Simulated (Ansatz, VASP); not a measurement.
# Two plane-wave programs on P

```xyz
1
Lattice="4.3797 0.0000 0.0000 0.0000 4.3797 0.0000 0.0000 0.0000 4.2686" Properties=species:S:1:pos:R:3 pbc="T T T"
P     0.0000    0.0000    0.0000
```

Change from the starting cell: strain +0.025 along x and y, -0.025 along z, atoms carried along.

Alike in both runs: task single point; functional PBEsol; k mesh 12 × 12 × 12; occupations gaussian, width 0.15 eV; no spin polarisation.

|  | VASP | Ansatz |
| --- | --- | --- |
| version | VASP 6.6.1 | Ansatz 0.2.0 |
| potentials or method | VASP PAW PBE potentials, release 64 (P) | scalar-relativistic, plane waves, PAW |
| plane-wave cutoff (eV) | 520 | 420 |
| valence electrons in the cell | 5 | 5 |

```tsv
	VASP	Ansatz	Ansatz less VASP
gap on the k mesh at the Fermi level (eV)	none	none	-
pressure (GPa)	-3.6	-3.6	+0.01
largest component of the traceless stress (GPa)	0.29	0.29	0.000
```

A gap of «none» marks a metal or a gap that the smearing closes.

Caveats: the PAW data sets were made with another functional, which shifts forces and pressure a little (VASP).
